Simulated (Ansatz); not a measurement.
**AlN: energy against volume in PBE, exact exchange and the RPA**

One table from this session's results is given with a row withheld; the runs are named, their logs left out.

Code: Ansatz 0.2.0. PBE orbitals, norm-conserving pseudopotentials, plane waves. No spin polarisation and no zero-point or thermal motion.

## The cell

The cell was relaxed beforehand with r2SCAN; volume changes: +0 %, -5 %, +5 %, -10 %, +10 %.

The symmetry is P6_3mc (No. 186, hexagonal); a = 3.107 Å, c = 4.979 Å in the conventional setting, 10.40 Å³ an atom. Al has 4 N at 1.89–1.90 Å; N has 4 Al at 1.89–1.90 Å.

Structure file:

```xyz
4
Lattice="3.1067 0.0000 0.0000 -1.5533 2.6905 0.0000 0.0000 0.0000 4.9786" Properties=species:S:1:pos:R:3 pbc="T T T"
Al    1.5533    0.8968    2.4853
Al    0.0000    1.7937    4.9746
N     1.5533    0.8968    4.3851
N     0.0000    1.7937    1.8958
```

Set-up of the first run:

input.yaml

```yaml
crystal:
  lattice:
    - [3.106693925, 0.0, 0.0]
    - [-1.5533469625, 2.6904758608, 0.0]
    - [0.0, 0.0, 4.9785898263]
  atoms:
    - { symbol: Al, position: [0.6666666667, 0.3333333333, 0.4992046637] }
    - { symbol: Al, position: [0.3333333333, 0.6666666667, 0.9992046637] }
    - { symbol: "N", position: [0.6666666667, 0.3333333333, 0.8807953363] }
    - { symbol: "N", position: [0.3333333333, 0.6666666667, 0.3807953363] }
kpoints:
  mp_grid: { grid: [6, 6, 2] }
hamiltonian:
  xc: pbe
  pseudopotentials: { kind: nc }
scf:
  occupations: { method: fixed }
output:
  rpa_energy:
    ecut_chi_ladder: [231, 259, 287, 319, 350]
    long_wavelength: optical_limit
basis:
  ecutwfc: 1240.0
```

Steps of the session up to this table: The unscaled cell; Volume -5 %; Volume +5 %; Volume -10 %; Volume +10 %.

One table of the session follows, with a row left open; its other results are not shown here.

It belongs to the step «The three curves». Energies in meV/atom from the unscaled cell:

```
volume (Å³/atom)    PBE  exact exchange  EXX+RPA  RPA correlation
           9.363  110.1            52.6     86.1             33.5
           9.883      ?               ?        ?                ?
          10.403    0.0             0.0      0.0              0.0
          10.924    1.1            32.8     12.6            -20.2
          11.444   29.3            94.0     52.0            -42.0
```

Q: Estimate the row for volume (Å³/atom) = 9.883 from the others.

Worked estimate for «PBE». A straight line through the neighbours (9.363, 110.1) and (10.403, 0.0) gives 110.1 + (0.0 − 110.1) × (9.883 − 9.363) / (10.403 − 9.363) = 55.1; a parabola fitted to 3 rows on both sides gives 36.3.

As computed: PBE: 33.2; exact exchange: 3.4; EXX+RPA: 21.3; RPA correlation: 17.9. In «PBE» the line misses by +21.9 and the parabola by +3.1.
